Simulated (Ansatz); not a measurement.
# Two structures of HfO2 under several functionals

Plane-wave DFT in Ansatz with scalar-relativistic PAW potentials (420 eV, r2SCAN 500 eV). Each structure was relaxed within its symmetry at each level.
A. P4_2/nmc, 6 atoms in the computed cell, a = 3.587 Å, c = 5.212 Å; sites (symmetry × multiplicity) Hf -4m2 × 2, O 2mm. × 4
B. P2_1/c, 12 atoms in the computed cell, a = 5.126 Å, b = 5.202 Å, c = 5.306 Å, β = 99.5°; sites (symmetry × multiplicity) Hf 1 × 4, O 1 × 4 + 1 × 4
(cells at PBE+D3(BJ))

Does the choice of functional change which is lower?

```csv
level,E(B) − E(A) (meV/atom),V(A) (Å³/atom),V(B) (Å³/atom)
PBE+D3(BJ),-45,11.18,11.63
PBEsol,-45,10.96,11.43
LDA,-39,10.64,11.12
```

No: at every level B is lower; the difference varies by 6 meV/atom between levels. Functionals that bind more strongly (LDA, PBEsol, a dispersion term) tend to favour the denser structure.

Spin–orbit coupling is left out, which can shift energies with elements as heavy as these.